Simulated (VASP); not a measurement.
# InSb (F-43m) in VASP: settings compared

One crystal, InSb, is run at these levels: PBEsol, PBE; tasks: relaxation of cell and atoms.

All numbers are computed with VASP 6.6.1; they aren't measurements. Logs are shortened: lines on timing, memory, paths and dates and some standing lists are left out, and cuts for length are marked.

**1. The crystal as given**

Symmetry: F-43m, No. 216, cubic system. The conventional cell has a = 6.478 Å, b = 6.478 Å, c = 6.478 Å, α = 90.00°, β = 90.00°, γ = 90.00°. Around In (site symmetry -43m) lie 4 Sb at 2.81 Å. Sb (site symmetry -43m) is surrounded by 4 In at 2.81 Å.

**2. Relaxation of cell and atoms, PBEsol**

Contents of INCAR:

```
SYSTEM = InSb
PREC = Accurate
ENCUT = 600
EDIFF = 1E-6
ISMEAR = 0
SIGMA = 0.03
LREAL = .False.
LASPH = .True.
NELM = 80
ALGO = Normal
ISIF = 3
LWAVE = .False.
LCHARG = .False.
GGA = PS
IBRION = 2
NSW = 90
EDIFFG = -0.01
KPAR = 4
```

Contents of KPOINTS:

```
Automatic mesh
0
Gamma
  10 10 10
  0 0 0
```

Contents of POSCAR:

```
InSb
1.0
    0.0000000000      3.2391000000      3.2391000000
    3.2391000000      0.0000000000      3.2391000000
    3.2391000000      3.2391000000      0.0000000000
In Sb
1 1
Direct
    0.0000000000      0.0000000000      0.0000000000
    0.2500000000      0.2500000000      0.2500000000
```

Potentials or basis: VASP PAW PBE potentials, release 64 (In_d, Sb).

Run with:

```sh
$ cat potpaw_PBE.64/In_d/POTCAR potpaw_PBE.64/Sb/POTCAR > POTCAR
$ mpirun -np 4 vasp_std > vasp.out
```

OUTCAR:

```text
SYSTEM = InSb
   PREC = Accurate
   ENCUT = 600
   EDIFF = 1E-6
   ISMEAR = 0
   LREAL = .False.
   LASPH = .True.
   NELM = 80
   ISIF = 3
   GGA = PS
   IBRION = 2
   NSW = 90
   EDIFFG = -0.01

 ion  position               nearest neighbor table
   1  0.000  0.000  0.000-   2 2.81   2 2.81   2 2.81   2 2.81
   2  0.250  0.250  0.250-   1 2.81   1 2.81   1 2.81   1 2.81

  LATTYP: Found a face centered cubic cell.
 ALAT       =     6.4782000000

  Lattice vectors:

 A1 = (   0.0000000000,   3.2391000000,   3.2391000000)
 A2 = (   3.2391000000,   0.0000000000,   3.2391000000)
 A3 = (   3.2391000000,   3.2391000000,   0.0000000000)

Analysis of symmetry for initial positions (statically):
=====================================================================
 Subroutine PRICEL returns:
 Original cell was already a primitive cell.

 Routine SETGRP: Setting up the symmetry group for a
 face centered cubic supercell.

 Subroutine GETGRP returns: Found 24 space group operations
 (whereof 24 operations were pure point group operations)
 out of a pool of 48 trial point group operations.

The static configuration has the point symmetry T_d .

Analysis of symmetry for dynamics (positions and initial velocities):
=====================================================================
 Subroutine PRICEL returns:
 Original cell was already a primitive cell.

 Routine SETGRP: Setting up the symmetry group for a
 face centered cubic supercell.

 Subroutine GETGRP returns: Found 24 space group operations
 (whereof 24 operations were pure point group operations)
 out of a pool of 48 trial point group operations.

The dynamic configuration has the point symmetry T_d .

 Subroutine INISYM returns: Found 24 space group operations
 (whereof 24 operations are pure point group operations),
 and found     1 'primitive' translations

----------------------------------------------------------------------------------------

                                     Primitive cell

  volume of cell :      67.9678

  direct lattice vectors                    reciprocal lattice vectors
     0.000000000  3.239100000  3.239100000    -0.154363867  0.154363867  0.154363867
     3.239100000  0.000000000  3.239100000     0.154363867 -0.154363867  0.154363867
     3.239100000  3.239100000  0.000000000     0.154363867  0.154363867 -0.154363867

  length of vectors
     4.580779150  4.580779150  4.580779150     0.267366060  0.267366060  0.267366060

  position of ions in fractional coordinates (direct lattice)
     0.000000000  0.000000000  0.000000000
     0.250000000  0.250000000  0.250000000

  ion indices of the primitive-cell ions
   primitive index   ion index
                 1           1
                 2           2

----------------------------------------------------------------------------------------

 KPOINTS: Automatic mesh

Automatic generation of k-mesh.
 Grid dimensions read from file:
 generate k-points for:   10   10   10

 Generating k-lattice:

  Cartesian coordinates                     Fractional coordinates (reciprocal lattice)
    -0.015436387  0.015436387  0.015436387     0.100000000  0.000000000  0.000000000
     0.015436387 -0.015436387  0.015436387     0.000000000  0.100000000  0.000000000
     0.015436387  0.015436387 -0.015436387     0.000000000  0.000000000  0.100000000

  Length of vectors
     0.026736606  0.026736606  0.026736606

  Shift w.r.t. Gamma in fractional coordinates (k-lattice)
     0.000000000  0.000000000  0.000000000

 Subroutine IBZKPT returns following result:
 ===========================================

 Found     47 irreducible k-points:

 Following reciprocal coordinates:
            Coordinates               Weight
  0.000000  0.000000  0.000000      1.000000
  0.100000  0.000000  0.000000      8.000000
  0.200000  0.000000  0.000000      8.000000
  0.300000  0.000000  0.000000      8.000000
  0.400000  0.000000  0.000000      8.000000
  0.500000  0.000000  0.000000      4.000000
[... 16 lines left out ...]
  0.300000  0.300000  0.000000      6.000000
  0.400000  0.300000  0.000000     24.000000
 [... further k-points ...]
   k-points           NKPTS =     47   k-points in BZ     NKDIM =     47   number of bands    NBANDS=     13
   number of dos      NEDOS =    301   number of ions     NIONS =      2
   total plane-waves  NPLWV =  64000
   dimension x,y,z NGX =    40 NGY =   40 NGZ =   40
   dimension x,y,z NGXF=    80 NGYF=   80 NGZF=   80
   ions per type =               1   1
   NGX,Y,Z   is equivalent  to a cutoff of  14.52, 14.52, 14.52 a.u.
   NGXF,Y,Z  is equivalent  to a cutoff of  29.03, 29.03, 29.03 a.u.
 SYSTEM =  InSb
   PREC   = accura    normal or accurate (medium, high low for compatibility)
   ISTART =      0    job   : 0-new  1-cont  2-samecut
   ICHARG =      2    charge: 1-file 2-atom 10-const
   ISPIN  =      1    spin polarized calculation?
   LNONCOLLINEAR =      F non collinear calculations
   LSORBIT =      F    spin-orbit coupling
   LASPH  =      T    aspherical Exc in radial PAW
   ENCUT  =  600.0 eV  44.10 Ry    6.64 a.u.   9.15  9.15  9.15*2*pi/ulx,y,z
   NELM   =     80;   NELMIN=  2; NELMDL= -5     # of ELM steps
   EDIFF  = 0.1E-05   stopping-criterion for ELM
   LREAL  =      F    real-space projection
   EDIFFG = -.1E-01   stopping-criterion for IOM
   NSW    =     90    number of steps for IOM
   IBRION =      2    ionic relax: 0-MD 1-quasi-New 2-CG
   NFREE  =      1    steps in history (QN), initial steepest desc. (CG)
   ISIF   =      3    stress and relaxation
   ISYM   =      2    0-nonsym 1-usesym 2-fastsym
   POTIM  = 0.5000    time-step for ionic-motion
   TEBEG  =    0.0;   TEEND  =   0.0 temperature during run
   PSTRESS=    0.0 pullay stress
   NELECT =      18.0000    total number of electrons
   NUPDOWN=      -1.0000    fix difference up-down
   EMIN   =  10.00;   EMAX   =-10.00  energy-range for DOS
   EFERMI =   0.00;   METHOD = LEGACY
   ISMEAR =     0;   SIGMA  =   0.03  broadening in eV -4-tet -1-fermi 0-gaus
   EFERMI_NEDOS =   21; number of points for ismear=-14 and -15
   IALGO  =     38    algorithm
   IMIX   =      4    mixing-type and parameters
     AMIX     =   0.40;   BMIX     =  1.00
     AMIX_MAG =   1.60;   BMIX_MAG =  1.00
  volume/ion in A,a.u.               =      33.98       229.33
  Fermi-wavevector in a.u.,A,eV,Ry     =   1.051311  1.986690 15.037912  1.105255
  Thomas-Fermi vector in A             =   2.186349
   LORBIT       =      0    0 simple, 1 ext, 2 COOP (PROOUT), +10 PAW based schemes
   GGA     = PS    functional components
   LHFCALC =     F    Hartree Fock is set to
   AEXX    =    0.0000 exact exchange contribution
   IVDW    =     0    specifies the selected vdW correction
   LEPSILON=     F    determine dielectric tensor
   LRPA    =     F    only Hartree local field effects (RPA)
 conjugate gradient relaxation of ions
 non-spin polarized calculation
 Gauss-broadening in eV      SIGMA  =   0.03
  energy-cutoff  :      600.00
  volume of cell :       67.97
 maximum number of plane-waves:      2288
 NGX is ok and might be reduce to    40
   NGX = 19   NGY = 19   NGZ = 19

--------------------------------------- Ionic step        1  -------------------------------------------

 number of electron      18.0000001 magnetization

 Free energy of the ion-electron system (eV)
  ---------------------------------------------------
  ext. energy  EPLUGINS =         0.00000000
  ---------------------------------------------------
  free energy    TOTEN  =        -7.69620008 eV

  energy without entropy =       -7.69615381  energy(sigma->0) =       -7.69617694

------------------------ aborting loop because EDIFF is reached ----------------------------------------

  FORCE on cell =-STRESS in cart. coord.  units (eV):
  Direction    XX          YY          ZZ          XY          YZ          ZX
  --------------------------------------------------------------------------------------
  -------------------------------------------------------------------------------------
  Total        0.3733145      0.3733145      0.3733145      0.0000000      0.0000000      0.0000000
  in kB        8.7999934      8.7999934      8.7999934      0.0000000      0.0000000      0.0000000
  external PRESSURE =       8.7999934 kB  Pullay stress =       0.0000000 kB
[... 21 lines left out ...]
  energy  without entropy=       -7.6961538056  energy(sigma->0) =       -7.69617694

--------------------------------------- Ionic step        2  -------------------------------------------

 number of electron      17.9999998 magnetization

 E-fermi :   4.6953     XC(G=0):  -8.7563

 val. band max:        4.6861368836   @ k =   0.0000   0.0000   0.0000
 cond. band min:       5.1124891659   @ k =   0.5000   0.0000   0.0000
 fundamental gap:      0.4263522823
 Fermi energy:         4.6952739550

 k-point     1 :       0.0000    0.0000    0.0000
  band No.  band energies     occupation
      1      -9.7992      2.00000
      2      -9.7992      2.00000
      3      -9.7992      2.00000
      4      -9.7199      2.00000
      5      -9.7199      2.00000
      6      -5.8970      2.00000
      7       4.2753      2.00000
      8       4.6861      1.33333
      9       4.6861      1.33333
     10       4.6861      1.33333
     11       7.6202      0.00000
     12       7.6202      0.00000
     13       7.6202      0.00000
[... 401 lines left out ...]
  energy  without entropy=       -7.6992963560  energy(sigma->0) =       -7.69931950

--------------------------------------- Ionic step        3  -------------------------------------------

 number of electron      17.9999999 magnetization

 Free energy of the ion-electron system (eV)
  ---------------------------------------------------
  ext. energy  EPLUGINS =         0.00000000
  ---------------------------------------------------
  free energy    TOTEN  =        -7.69983402 eV

  energy without entropy =       -7.69978774  energy(sigma->0) =       -7.69981088

 E-fermi :   4.7705     XC(G=0):  -8.7870

 val. band max:        4.7613194662   @ k =   0.0000   0.0000   0.0000
 cond. band min:       5.1999534592   @ k =   0.5000   0.0000   0.0000
 fundamental gap:      0.4386339930
 Fermi energy:         4.7704565425

 k-point     1 :       0.0000    0.0000    0.0000
  band No.  band energies     occupation
      1      -9.7386      2.00000
      2      -9.7386      2.00000
      3      -9.7386      2.00000
      4      -9.6574      2.00000
      5      -9.6574      2.00000
      6      -5.8669      2.00000
      7       4.3916      2.00000
      8       4.7613      1.33333
      9       4.7613      1.33333
     10       4.7613      1.33333
     11       7.6947      0.00000
     12       7.6947      0.00000
     13       7.6947      0.00000
[... 397 lines left out ...]
  FREE ENERGIE OF THE ION-ELECTRON SYSTEM (eV)
  ---------------------------------------------------
  free  energy   TOTEN  =        -7.6998340184 eV

  energy  without entropy=       -7.6997877397  energy(sigma->0) =       -7.69981088

 reached required accuracy - stopping structural energy minimisation
```

Run time: 23 s. Hardware: 4 MPI ranks of Intel Xeon 6975P-C (Granite Rapids), shared host; peak memory 0.27 GiB.

Results:

* Free energy: -7.6998 eV
* Relaxed volume: 34.66 Å³/atom
* Relaxed cell: a = 4.611 Å, b = 4.611 Å, c = 4.611 Å, α = 60.00°, β = 60.00°, γ = 60.00°
* Space group after relaxing (to 0.05 Å): F-43m (No. 216)
* Energy gained by relaxing: 1.8 meV/atom
* Ionic steps: 3
* Pressure after relaxing: 0.0 GPa
* Band gap on the k mesh: none (metal or under the smearing width)

The path:
```csv
step,energy change (eV),largest force (eV/Å),pressure (GPa),volume (Å³)
1,0.0000,0.0000,0.88,67.97
2,-0.0031,0.0000,-0.31,69.82
3,-0.0036,0.0000,-0.01,69.31
```

Final structure:
```yaml
crystal:
  lattice:
    - [0.00000, 3.26032, 3.26032]
    - [3.26032, 0.00000, 3.26032]
    - [3.26032, 3.26032, 0.00000]
  atoms:
    - { symbol: In, position: [0.00000, 0.00000, 0.00000] }
    - { symbol: Sb, position: [0.25000, 0.25000, 0.25000] }
```

Levels at points of the mesh, in eV from the Fermi level:
| k point | band 7 | band 8 | band 9 | band 10 | band 11 | band 12 |
| --- | --- | --- | --- | --- | --- | --- |
| (0.00, 0.00, 0.00) | -0.38 | -0.01 | -0.01 | -0.01 | 2.92 | 2.92 |
| (0.50, 0.00, 0.00) | -5.58 | -0.99 | -0.99 | 0.43 | 3.76 | 3.76 |
| (0.50, 0.50, 0.00) | -5.88 | -2.22 | -2.22 | 1.27 | 1.28 | 8.00 |

Caveat: the PAW data sets were made with another functional, which shifts forces and pressure a little; this crystal is a semiconductor, whose small gap the functional closes, so the metal is an error of the method. The run has no spin-orbit coupling, so splittings on Sb are missing.

**3. Relaxation of cell and atoms, PBEsol**

This run uses another cell than the first one, of 34.66 Å³/atom, 1.020 times its volume.

INCAR: that of step 2 with these lines changed.

```diff
@@ -3,3 +3,3 @@
 ENCUT = 600
-EDIFF = 1E-6
+EDIFF = 1E-7
 ISMEAR = 0
@@ -16,3 +16,3 @@
 NSW = 90
-EDIFFG = -0.01
+EDIFFG = -0.005
 KPAR = 4
```

KPOINTS is that of step 2.

Contents of POSCAR:

```
InSb                                    
1.0
    0.0000000000      3.2603245811      3.2603245811
    3.2603245811      0.0000000000      3.2603245811
    3.2603245811      3.2603245811     -0.0000000000
  In              Sb            
     1     1
Direct
     0.0000000000000000    0.0000000000000000    0.0000000000000000
     0.2500000000000000    0.2500000000000000    0.2500000000000000
```

Potentials or basis: VASP PAW PBE potentials, release 64 (In_d, Sb).

Run with:

```sh
$ cat potpaw_PBE.64/In_d/POTCAR potpaw_PBE.64/Sb/POTCAR > POTCAR
$ mpirun -np 4 vasp_std > vasp.out
```

It took 10 s on 4 MPI ranks of Intel Xeon 6975P-C (Granite Rapids), shared host; peak memory 0.26 GiB.

Results (log left out):

| Item | Value |
| --- | --- |
| Free energy | -7.6999 eV |
| Pressure after relaxing | 0.0 GPa |
| Band gap on the k mesh | none (metal or under the smearing width) |

Final structure:
```
CELL_PARAMETERS angstrom
0.00000 3.26032 3.26032
3.26032 0.00000 3.26032
3.26032 3.26032 0.00000
ATOMIC_POSITIONS crystal
In 0.00000 0.00000 0.00000
Sb 0.25000 0.25000 0.25000
```

Levels at points of the mesh, in eV from the Fermi level:
| k point | band 6 | band 7 | band 8 | band 9 | band 10 | band 11 | band 12 | band 13 |
| --- | --- | --- | --- | --- | --- | --- | --- | --- |
| (0.00, 0.00, 0.00) | -10.64 | -0.38 | -0.01 | -0.01 | -0.01 | 2.92 | 2.92 | 2.92 |
| (0.50, 0.00, 0.00) | -9.31 | -5.58 | -0.99 | -0.99 | 0.43 | 3.76 | 3.76 | 5.96 |
| (0.50, 0.50, 0.00) | -8.72 | -5.88 | -2.22 | -2.22 | 1.27 | 1.28 | 8.00 | 8.00 |

Caveat: the relaxation stopped at its first step, so nothing moved; the PAW data sets were made with another functional, which shifts forces and pressure a little; this crystal is a semiconductor, whose small gap the functional closes, so the metal is an error of the method.

**4. Relaxation of cell and atoms, PBE**

Contents of INCAR:

```
PREC = Accurate ; ENCUT = 600
EDIFF = 1E-6 ; ISMEAR = 0
SIGMA = 0.03 ; LREAL = False
LASPH = True ; NELM = 80
ALGO = Normal ; ISIF = 3
LWAVE = False ; LCHARG = False
GGA = PE ; IBRION = 2
NSW = 90 ; EDIFFG = -0.01
```

Contents of KPOINTS:

```
regular mesh
0
Gamma
  10 10 10
```

Contents of POSCAR:

```
InSb
1.0
    0.0000000000      3.2391000000      3.2391000000
    3.2391000000      0.0000000000      3.2391000000
    3.2391000000      3.2391000000      0.0000000000
In Sb
1 1
Direct
    0.0000000000      0.0000000000      0.0000000000
    0.2500000000      0.2500000000      0.2500000000
```

Run with:

```sh
$ cat potpaw_PBE.64/In_d/POTCAR potpaw_PBE.64/Sb/POTCAR > POTCAR
$ mpirun -np 1 vasp_std > vasp.out
```

Run time: 2.7 min. Hardware: 1 thread of Intel Xeon Platinum 8375C at 2.90GHz (Ice Lake), shared host; peak memory 0.27 GiB.

The run converged. Its results:

* Free energy: -6.9518 eV
* Relaxed volume: 36.49 Å³/atom
* Relaxed cell: a = 4.691 Å, b = 4.691 Å, c = 4.691 Å, α = 60.00°, β = 60.00°, γ = 60.00°
* Space group after relaxing (to 0.05 Å): F-43m (No. 216)
* Energy gained by relaxing: 23.0 meV/atom
* Ionic steps: 3
* Pressure after relaxing: 0.0 GPa
* Band gap on the k mesh: none (metal or under the smearing width)

The path:
```tsv
step	energy change (eV)	largest force (eV/Å)	pressure (GPa)	volume (Å³)
1	0.0000	0.0000	3.14	67.97
2	-0.0414	0.0000	-0.83	74.72
3	-0.0459	0.0000	0.02	72.98
```

Final structure:
```
In Sb
1.0
     0.00000    3.31683    3.31683
     3.31683    0.00000    3.31683
     3.31683    3.31683    0.00000
In Sb
1 1
Direct
  0.00000 0.00000 0.00000
  0.25000 0.25000 0.25000
```

Levels at points of the mesh, in eV from the Fermi level:
```
           k point  band 6  band 7  band 8  band 9  band 10  band 11  band 12  band 13
(0.00, 0.00, 0.00)  -10.30   -0.60   -0.01   -0.01    -0.01     2.96     2.96     2.96
(0.50, 0.00, 0.00)   -9.10   -5.31   -0.91   -0.91     0.41     3.79     3.79     6.11
(0.50, 0.50, 0.00)   -8.58   -5.63   -2.05   -2.05     1.35     1.46     7.73     7.73
```

Caveat: this crystal is a semiconductor, whose small gap the functional closes, so the metal is an error of the method. Spin-orbit coupling is left out, which matters for the levels of Sb.

**5. Relaxation of cell and atoms, PBE**

This run uses another cell than the first one, of 36.49 Å³/atom, 1.074 times its volume.

Contents of INCAR:

```
PREC = Accurate ; ENCUT = 600
EDIFF = 1E-7 ; ISMEAR = 0
SIGMA = 0.03 ; LREAL = False
LASPH = True ; NELM = 80
ALGO = Normal ; ISIF = 3
LWAVE = False ; LCHARG = False
GGA = PE ; IBRION = 2
NSW = 90 ; EDIFFG = -0.005
```

KPOINTS is that of step 4.

Contents of POSCAR:

```
InSb                                    
1.0
    0.0000000000      3.3168267494      3.3168267494
    3.3168267494     -0.0000000000      3.3168267494
    3.3168267494      3.3168267494      0.0000000000
  In              Sb            
     1     1
Direct
     0.0000000000000000    0.0000000000000000    0.0000000000000000
     0.2500000000000000    0.2500000000000000    0.2500000000000000
```

Run with:

```sh
$ cat potpaw_PBE.64/In_d/POTCAR potpaw_PBE.64/Sb/POTCAR > POTCAR
$ mpirun -np 1 vasp_std > vasp.out
```

Run time: 1.7 min. Hardware: 1 thread of Intel Xeon Platinum 8375C at 2.90GHz (Ice Lake), shared host; peak memory 0.27 GiB.

The run converged. Its results:

```
Free energy                            : -6.9522 eV
Relaxed volume                         : 36.52 Å³/atom
Relaxed cell                           : a = 4.692 Å, b = 4.692 Å, c = 4.692 Å, α = 60.00°, β = 60.00°, γ = 60.00°
Space group after relaxing (to 0.05 Å) : F-43m (No. 216)
Energy gained by relaxing              : 0.0 meV/atom
Ionic steps                            : 2
Pressure after relaxing                : 0.0 GPa
Band gap on the k mesh                 : none (metal or under the smearing width)
```

Final structure:
```
In Sb
1.0
     0.00000    3.31764    3.31764
     3.31764    0.00000    3.31764
     3.31764    3.31764    0.00000
In Sb
1 1
Direct
  0.00000 0.00000 0.00000
  0.25000 0.25000 0.25000
```

Levels at points of the mesh, in eV from the Fermi level:
```tsv
k point	band 7	band 8	band 9	band 10	band 11	band 12
(0.00, 0.00, 0.00)	-0.60	-0.01	-0.01	-0.01	2.96	2.96
(0.50, 0.00, 0.00)	-5.31	-0.91	-0.91	0.41	3.79	3.79
(0.50, 0.50, 0.00)	-5.63	-2.04	-2.04	1.35	1.46	7.72
```

Caveat: this crystal is a semiconductor, whose small gap the functional closes, so the metal is an error of the method. Spin-orbit coupling is left out, which matters for the levels of Sb.
